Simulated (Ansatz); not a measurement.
# Sb: how the settings move a single-point run

How sensitive is a single-point run of Sb to its settings? A reference run comes first, then one run with altered input.

Program: Ansatz 0.2.0. Level of theory: reference: DFT, r2SCAN, PAW with Ansatz's default frozen-core files, scalar-relativistic. These are calculated values, not measurements.

## (1) The structure to begin with

It takes space group P2_1/m (No. 11, monoclinic). Conventional cell: a = 4.528 Å, b = 4.421 Å, c = 6.500 Å, α = 90.00°, β = 101.72°, γ = 90.00°. Sb (site symmetry m) has 3 Sb at 2.92 to 2.98 Å as nearest neighbours.

Structure file:

```
Sb
1.0
     4.52770    0.00000    0.00000
     0.00000    4.42110    0.00000
    -1.32052    0.00000    6.36435
Sb
4
Direct
  0.66007 0.75000 0.31633
  0.06336 0.25000 0.23724
  0.93664 0.75000 0.76276
  0.33993 0.25000 0.68367
```

## (2) Reference

The input, input.yaml:

```yaml
crystal:
  lattice:
    - [4.5277, 0.0, 0.0]
    - [0.0, 4.4211, 0.0]
    - [-1.320519, 0.0, 6.364348]
  atoms:
    - { symbol: Sb, position: [0.66007, 0.75, 0.31633] }
    - { symbol: Sb, position: [0.063362, 0.25, 0.237242] }
    - { symbol: Sb, position: [0.936638, 0.75, 0.762758] }
    - { symbol: Sb, position: [0.33993, 0.25, 0.68367] }
kpoints:
  mp_grid: { grid: [9, 9, 7] }
  band_path:
    path:
      - [0.0, 0.0, 0.0]
      - [0.0, 0.5, 0.0]
      - [0.0, 0.5, 0.5]
      - [0.0, 0.0, 0.5]
      - [0.0, 0.0, 0.0]
      - [-0.5, 0.0, 0.5]
      - [-0.5, 0.5, 0.5]
      - [0.0, 0.5, 0.0]
      - [-0.5, 0.5, 0.0]
    npoints: 14
scf:
  occupations: { method: fermi_dirac, width: 0.08 }
hamiltonian:
  xc: r2scan
  pseudopotentials: { kind: paw }
output:
  forces: true
  stress: true
  eigenvalues: true
  efg: { contact_densities: true }
  populations: true
  bader: true
  dos: { projected: true, de: 0.2, e_range: [-14, 8] }
  write_density: true
  write_potential: true
  elf: true
  volumetric_format: npy
```

Run with:

```sh
$ ansatz run input.yaml --threads 1 --pin off --max-ram 4096MiB --backend cpu --events-out ev --progress --plain --runs-dir out
```

## (3) Changing settings: xc lda

Edit input.yaml of step 2 so:

```diff
@@ -27,3 +27,3 @@
 hamiltonian:
-  xc: r2scan
+  xc: lda
   pseudopotentials: { kind: paw }
@@ -35,7 +35 @@
   populations: true
-  bader: true
-  dos: { projected: true, de: 0.2, e_range: [-14, 8] }
-  write_density: true
-  write_potential: true
-  elf: true
-  volumetric_format: npy
```

Q: Predict the outcome of this session. Wanted: for each run, ending; energy change; pressure; gap; force.

The runs gave:

| run | ending | energy change | pressure (GPa) | gap (eV) | force (eV/Å) | cycles | time |
| --- | --- | --- | --- | --- | --- | --- | --- |
| reference | converged | - | -0.7 | 0.00 | 0.31 | 8 | 2.9 min |
| 1: xc lda | converged | not comparable | -3.5 | 0.00 | 0.19 | 8 | 60 s |

Times don't compare one to one where runs were asked for different outputs or read a saved state (see the inputs); cycles may leave out searches for a lower state.

Residual by cycle in the longest SCF loop of each run; runs are numbered as in the table. The quantity is the density residual dr2, in eV.

| cycle | reference | run 1 |
| --- | --- | --- |
| 1 | 0.0208 | 0.0293 |
| 2 | 0.00828 | 0.00915 |
| 3 | 6.7e-4 | 5.3e-4 |
| 4 | 1.1e-4 | 4.5e-5 |
| 5 | 1.4e-5 | 1.4e-5 |
| 6 | 1.2e-6 | 1.7e-6 |
| 7 | 1.8e-7 | 2.6e-7 |
| 8 | 2.2e-8 | 1.7e-8 |

What this shows: Total energies don't compare across a change of functional; the pressure goes from -0.7 to -3.5 GPa and the largest force goes from 0.31 to 0.19 eV/Å. At this fixed cell a lower pressure means that this functional prefers a smaller volume than the reference. Semilocal functionals close small gaps, so the missing gap need not be the real solid's.
